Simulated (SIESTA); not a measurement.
ZrB2:

```
Zr B
1.0
     3.17000    0.00000    0.00000
    -1.58500    2.74530    0.00000
     0.00000    0.00000    3.53300
Zr B
1 2
Direct
  0.00000 0.00000 0.00000
  0.66667 0.33333 0.50000
  0.33333 0.66667 0.50000
```

Base run:

```yaml
Program: SIESTA 5.4.2
Functional: PBE
Potentials_or_basis: PseudoDojo 0.4 standard (PBE files)
Basis: DZP (energy shift 0.003 Ry; two zetas on semicore shells)
Grid_cutoff: 800 Ry
Energy_shift: 0.003 Ry
k_mesh: 10 × 10 × 8
Occupations: fermi-dirac, width 0.05 eV
Spin: no spin polarisation
Hubbard_terms: Zr d U = 4 eV
```

Its results: band gap on the k mesh none (metal or under the smearing width); pressure 9.9 GPa.

Problem. The run is repeated on the same cell with these changes: hubbard terms from Zr d U = 4 eV to none. What comes out?

Solution. Band gap on the k mesh none (metal or under the smearing width); pressure 1.7 GPa.

Caveats: the basis of atomic orbitals isn't converged, which shifts pressures, moduli and gaps; U without spin polarisation on a metal has little footing (some runs); the U is typed as a test and isn't derived for this compound (some runs).
